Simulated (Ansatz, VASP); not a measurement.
## Bi: VASP beside Ansatz

```
CELL_PARAMETERS angstrom
3.27431 0.00000 0.00000
0.00000 3.27431 0.00000
0.00000 0.00000 3.27431
ATOMIC_POSITIONS crystal
Bi 0.50000 0.50000 0.50000
```

Alike in both runs: functional PBE; k mesh 16 × 16 × 16; occupations gaussian, width 0.1 eV; no spin polarisation.

Ansatz relaxed the structure, and its values are those at the end. VASP's run is a single point on that final structure, the one shown.

```csv
,VASP,Ansatz
version,VASP 6.6.1,Ansatz 0.2.0
potentials or method,"VASP PAW PBE potentials, release 64 (Bi_d)","scalar-relativistic, plane waves, PAW"
plane-wave cutoff (eV),520,420
valence electrons in the cell,15,15
```

```csv
,VASP,Ansatz,Ansatz less VASP
gap on the k mesh at the Fermi level (eV),none,none,-
pressure (GPa),0.0,0.0,+0.06
```

A gap of «none» marks a metal or a gap that the smearing closes. With one functional, cell and mesh, what is left measures potentials, basis and numerics.

Caveats: spin-orbit coupling is left out, which moves the levels of the heavy elements.
